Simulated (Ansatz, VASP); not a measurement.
# C: VASP beside Ansatz

```
C
1.0
     1.19736    0.69130    3.31364
    -1.19736    0.69130    3.31364
     0.00000   -1.38260    3.31364
C
2
Direct
  0.14906 0.14906 0.14906
  0.85094 0.85094 0.85094
```

Alike in both runs: task single point; functional PBEsol; k mesh 15 × 15 × 15; occupations gaussian, width 0.02 eV; no spin polarisation.

```csv
,VASP,Ansatz
version,VASP 6.6.1,Ansatz 0.2.0
potentials or method,"VASP PAW PBE potentials, release 64 (C)","scalar-relativistic, plane waves, PAW"
plane-wave cutoff (eV),520,420
valence electrons in the cell,8,8
```

|  | VASP | Ansatz | Ansatz less VASP |
| --- | --- | --- | --- |
| gap on the k mesh at the Fermi level (eV) | 0.41 | 0.41 | 0.000 |
| least direct gap on the mesh (eV) | 0.41 | 0.41 | 0.000 |
| pressure (GPa) | 15.5 | 14.7 | -0.83 |
| largest component of the traceless stress (GPa) | 37.48 | 36.68 | -0.794 |
| rms of the force components (eV/Å) | 3.280 | 3.300 | +0.0201 |

Atom by atom the forces differ by 0.020 eV/Å (rms over components).

Caveats: so large a pressure means that the cell lies far from this level's equilibrium, or that cutoff or potentials fall short (VASP); the potentials were made for another functional, which shifts forces and pressure (VASP); an odd mesh through Γ misses points on the zone boundary, where band edges often lie.
